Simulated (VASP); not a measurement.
Here is a VASP 6.6.1 calculation.

The input INCAR:

```
SYSTEM = Rh
PREC     = Accurate       ! precision mode
ENCUT    = 520            ! plane-wave cutoff, eV
EDIFF    = 1E-6           ! SCF threshold, eV
ISMEAR   = 0              ! smearing method
SIGMA    = 0.02           ! smearing width, eV
LREAL    = .False.        ! projectors in reciprocal space
LASPH    = .True.         ! aspherical terms in the spheres
NELM     = 100            ! most SCF steps
ALGO     = Normal         ! electronic algorithm
ISIF     = 2              ! what is computed and relaxed
LWAVE    = .False.        ! write WAVECAR
LCHARG   = .False.        ! write CHGCAR
GGA      = PE             ! functional
NBANDS   = 14             ! bands
```

File KPOINTS:

```
Automatic mesh
0
Gamma
  12 12 12
  0 0 0
```

Contents of POSCAR:

```
Rh
1.0
    0.0000000000      1.8978500000      1.8978500000
    1.8978500000      0.0000000000      1.8978500000
    1.8978500000      1.8978500000      0.0000000000
Rh
1
Cartesian
    0.0000000000      0.0000000000      0.0000000000
```

Potentials or basis: VASP PAW PBE potentials, release 54 (Rh_pv).

Command:

```sh
$ cat potpaw_PBE.54/Rh_pv/POTCAR > POTCAR
$ mpirun -np 1 vasp_std > vasp.out
```

Predict the band gap on the k mesh.

none (metal or under the smearing width).

Estimate the pressure.

7.4 GPa.
